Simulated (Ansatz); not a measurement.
**GaN: enthalpy against pressure**

GaN, P6_3mc, a = 3.183 Å, c = 5.184 Å. Ansatz: r2SCAN, PAW, 500 eV, Γ-centred 12×12×6 mesh on 4 atoms, Gaussian smearing 0.02 eV; no spin polarisation. Cell and atoms are relaxed at each pressure, and no other structure is tried; the real crystal is known to change phase within this range, so the rows at high pressure are metastable. y is the enthalpy over the state at zero pressure; there V0 = 11.371 Å³/atom. The pressures are the targets, met within 0.06 GPa.

```tsv
P (GPa)	y (eV/atom)
-3.0	-0.2146
0.0	0.0000
3.0	0.2113
8.0	?
15.0	1.0286
30.0	1.9987
60.0	3.8120
```

Question: Fit y = c1 P + c2 P² + c3 P³ to the other rows, say what c1 and c2 mean, and predict the missing value.

Answer: Least squares on the rows shown. y = 0.070870 P − 0.00016119 P² + 6.4845×10⁻⁷ P³. Since dH/dP = V, c1 is V0: 0.070870 eV/GPa × 160.2 = 11.353 Å³ against 11.371; c2 = −V0/(2B0) gives B0 = 220 GPa, where a Birch–Murnaghan fit to the volumes of the same runs (not shown) gives 197 GPa: a cubic over this range folds the higher terms into c2. At P = 8.0 the fit asked for gives 0.5570 eV/atom. The run gave 0.5570 eV/atom, the same to the digits shown.